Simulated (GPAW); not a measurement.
Crystal: AlN.

```
CELL_PARAMETERS angstrom
0.00000 2.18399 2.18399
2.18399 0.00000 2.18399
2.18399 2.18399 0.00000
ATOMIC_POSITIONS crystal
Al 0.00000 0.00000 0.00000
N 0.25000 0.25000 0.25000
```

Measurements of this composition are mostly on another form, of space group No. 186.

Base run:

- Program: GPAW 26.7.0
- Functional: AM05
- Potentials or basis: PAW data sets generated in the run's folder for this functional
- Cutoff: 550 eV
- Basis: pw
- k mesh: 8 × 8 × 8
- Occupations: fermi-dirac, width 0.001 eV
- Spin: no spin polarisation

Its results: band gap on the k mesh 3.16 eV, indirect (least direct gap 4.12 eV); electronic dielectric tensor (diagonal) 4.44.

Question: The run is repeated on the same cell with these changes: functional from AM05 to LDA; potentials or basis from PAW data sets generated in the run's folder for this functional to the program's PAW data sets (release 1.2.1) made for this functional. What comes out?

Answer: Band gap on the k mesh 3.22 eV, indirect (least direct gap 4.21 eV); electronic dielectric tensor (diagonal) 4.42.

Caveats: the long-wavelength limit can be off by a per cent or two.

A k mesh can miss the band edges.
